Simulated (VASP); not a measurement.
Runs of VASP 6.6.1 on NiO. It takes space group F-43m (No. 216, cubic). The conventional cell has a = 4.481 Å, b = 4.481 Å, c = 4.481 Å, α = 90.00°, β = 90.00°, γ = 90.00°. Around Ni (site symmetry -43m) lie 4 O at 1.94 Å. O (site symmetry -43m) is surrounded by 4 Ni at 1.94 Å. The cell was built by a generator and needn't be a form met in nature.

```tsv
level	moment (μB)
revPBE	(a)
TB-mBJ	2.00
AM05	1.79
SCAN	2.00
PW91	1.78
```

Alike in all rows: task band structure; potentials or basis VASP PAW PBE potentials, release 64 (Ni, O); spin collinear, ferromagnetic start; cell as given; k mesh 7 × 7 × 7; cutoff (eV) 520; smearing fermi-dirac 0.05 eV.

Problem. Estimate the missing entries.

Solution. (a) 1.91.

Caveats: a cell with one magnetic atom can't hold antiferromagnetic order, which such compounds often take.

Runs at the PBE level aren't shown here.
